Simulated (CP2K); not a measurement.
Runs of CP2K 2026.2 on AlFe. The structure is cubic, space group Pm-3m (No. 221). The conventional cell has a = 2.910 Å, b = 2.910 Å, c = 2.910 Å, α = 90.00°, β = 90.00°, γ = 90.00°. Fe (site symmetry m-3m) has 8 Al at 2.52 Å as nearest neighbours. Al (site symmetry m-3m) is surrounded by 8 Fe at 2.52 Å. 

```tsv
task	level	potentials or basis	smearing	EPS_DEFAULT	NGRIDS	CUTOFF of the grids	points a segment of the path (NPOINTS)	bands added on the path	gap on the mesh (eV)	pressure (GPa)	moment (μB)	V0 of scaled cells (Å³/atom)	B0 (GPa)
equation of state	PBE	POTENTIAL_UZH Fe GTH-PBE-q16, Al GTH-PBE-q3; TZVP-MOLOPT-PBE-GTH basis	fermi-dirac 0.05 eV	1.0E-10	4	500 Ry	-	-	-	-	-	11.91	173
equation of state	PBEsol	POTENTIAL_UZH Fe GTH-PBE-q16, Al GTH-PBE-q3; TZVP-MOLOPT-PBE-GTH basis	fermi-dirac 0.05 eV	1.0E-10	5	500 Ry	-	-	-	-	-	11.64	(a)
band structure	r2SCAN	POTENTIAL_UZH Fe GTH-SCAN-q16, Al GTH-SCAN-q3; TZVP-MOLOPT-SCAN-GTH basis	fermi-dirac 0.0259 eV	1.0E-9	5	700 Ry	6	4	none	6.9	(b)	-	-
band structure	PBEsol	POTENTIAL_UZH Fe GTH-PBE-q16, Al GTH-PBE-q3; TZVP-MOLOPT-PBE-GTH basis	fermi-dirac 0.05 eV	1.0E-9	5	500 Ry	6	2	none	-9.2	0.72	-	-
band structure	LDA	GTH_POTENTIALS Fe GTH-PADE-q16, Al GTH-PADE-q3; TZVP-MOLOPT-PBE-GTH basis	fermi-dirac 0.05 eV	1.0E-9	4	500 Ry	10	6	none	-16.4	0.69	-	-
single point	PBEsol	POTENTIAL_UZH Fe GTH-PBE-q16, Al GTH-PBE-q3; TZVP-MOLOPT-PBE-GTH basis	fermi-dirac 0.05 eV	1.0E-10	4	500 Ry	-	-	none	-9.2	0.72	-	-
single point	PBE	POTENTIAL_UZH Fe GTH-PBE-q16, Al GTH-PBE-q3; TZVP-MOLOPT-PBE-GTH basis	fermi-dirac 0.05 eV	1.0E-10	4	500 Ry	-	-	none	-5.4	0.71	-	-
```

Alike in all rows: spin collinear, ferromagnetic start; cell as given; k mesh 9 × 9 × 9.

**Question.** Fill in the values left out.

**Answer.** (a) 188; (b) 2.39.

Caveats: the basis of atomic orbitals isn't converged, which shifts pressures, moduli and gaps; the potentials were made for another functional, which shifts forces and pressure (some runs); so large a pressure means that the cell lies far from this level's equilibrium, or that cutoff or potentials fall short (some runs).

A k mesh can miss the band edges.

A gap of «none» marks a metal or a gap under the smearing width.

Not every run made on this cell is shown here.
